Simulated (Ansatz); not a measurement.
# C7O: the cost of one run

Method: DFT PBE+D3(BJ), scalar-relativistic, plane waves, PAW, in Ansatz 0.2.0.

5 further runs of the same task are left out: 2 that didn't finish, 3 set aside as unsound or not needed.

**1. The system as given**

Symmetry: P-3m1, No. 164, trigonal system. The conventional cell has a = 2.465 Å, b = 2.465 Å, c = 23.699 Å, α = 90.00°, β = 90.00°, γ = 120.00°. C (site symmetry 3m) is surrounded by 3 C at 1.42 Å.

As a file:

```
CELL_PARAMETERS angstrom
2.46505 0.00000 0.00000
-1.23252 2.13480 0.00000
0.00000 0.00000 23.69871
ATOMIC_POSITIONS crystal
C 0.66667 0.33333 0.35867
C 0.33333 0.66667 0.35874
C 0.33333 0.66667 0.49997
C 0.00000 0.00000 0.50003
C 0.00000 0.00000 0.64126
C 0.66667 0.33333 0.64133
```

Miller indices refer to the conventional cell of the relaxed bulk, R-3m (No. 166): a = 2.465 Å, b = 2.465 Å, c = 10.046 Å, α = 90.00°, β = 90.00°, γ = 120.00°.

It is a (001) slab, 6.7 Å thick as cut, with 17 Å of vacuum; its outer planes are C (top) and C (bottom). An earlier relaxation, lower half held, gave -1506.3821 eV, work function 4.28 eV, gap on the mesh 17 meV, too small against the smearing to count.

**2. CO put at a top (C) site**

File input.yaml:

```yaml
crystal:
  lattice:
    - [2.4650495083, 0.0, 0.0]
    - [-1.2325247541, 2.1347954958, 0.0]
    - [0.0, 0.0, 26.8487123425]
  atoms:
    - { symbol: C, position: [0.6666666667, 0.3333333333, 0.3165887396] }
    - { symbol: C, position: [0.3333333333, 0.6666666667, 0.3166487054] }
    - { symbol: C, position: [0.3333333333, 0.6666666667, 0.4413079859] }
    - { symbol: C, position: [0.0, 0.0, 0.4413679518] }
    - { symbol: C, position: [0.0, 0.0, 0.5660272323] }
    - { symbol: C, position: [0.6666666667, 0.3333333333, 0.5660871981] }
    - { symbol: C, position: [0.6666666667, 0.3333333333, 0.6249354579] }
    - { symbol: O, position: [0.6666666667, 0.3333333333, 0.6677680521] }
basis:
  ecutwfc: 420
kpoints:
  mp_grid: { grid: [12, 12, 1] }
hamiltonian:
  xc: pbe
  dispersion: d3bj
scf:
  occupations: { method: gaussian, width: 0.05 }
output:
  forces: true
  eigenvalues: true
  write_density: true
  write_potential: true
  elf: true
  volumetric_format: npy
relax:
  adjacent_minimum: "off"
  f_tol: 0.03
  max_steps: 70
  constraints: [{ sites: [0, 1] }]
efield:
  axis: 3
  dipole_correction: true
  ramp_width: 0.04
```

Command:

```sh
ansatz run input.yaml --threads 1 --pin off --max-ram 2560MiB --backend cpu --events-out ev --progress --plain --runs-dir out
```

**Question.** How long does this run take on 1 thread of Intel Xeon Platinum 8488C (Sapphire Rapids), shared host, and how much memory does it need?

About 95 s, with a peak of 0.41 GiB.
